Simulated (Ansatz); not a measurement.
# Ionic part of the dielectric constant of BN, mode by mode

The calculation used DFT PBEsol, scalar-relativistic, plane waves, PAW in Ansatz. Plane waves to 420 eV; Γ-centred k mesh 12×12×12; fixed occupations. No spin polarisation. Phonons by linear response, acoustic sum rule imposed.

It takes space group Fmm2 (No. 42, orthorhombic). The conventional cell has a = 2.505 Å, b = 7.139 Å, c = 4.336 Å, α = 90.00°, β = 90.00°, γ = 90.00°. Around B (site symmetry mm2) lie 3 N at 1.45 Å. Around N (site symmetry mm2) lie 3 B at 1.45 Å.

The crystal is built of layers and no dispersion correction was added, so the binding between them is poorly described, and with it their spacing and whatever depends on it.

The primitive cell has V = 19.38 Å³ and ε∞,zz = 4.583. Each polar mode adds Δε = (4.92064×10⁷/V)·S/ν² along z, with S its oscillator strength in e²/amu, ν in cm⁻¹ and V in Å³.

**Question.** From these modes, find each Δε and ε0,zz.
```json
{"ν (cm⁻¹)": "1362.8", "S_zz (e²/amu)": "1.199"}
```

**Answer.**
| ν (cm⁻¹) | Δε |
| --- | --- |
| 1362.8 | 1.64 |

The sum is 1.639, so ε0,zz = 6.22; the run's tensor has 6.22.

**Question.** Where do the longitudinal modes lie for a wave vector along z?

**Answer.** At 1588 cm⁻¹. The Lyddane–Sachs–Teller product Π(ν_LO/ν_TO)² = 1.36 matches ε0/ε∞ = 1.36.

This form isn't the usual stable structure of the compound.

Cost: 1 run of about 2.1 core-minutes, on Intel Xeon Platinum 8259CL (Skylake/Cascade Lake) (shared hosts).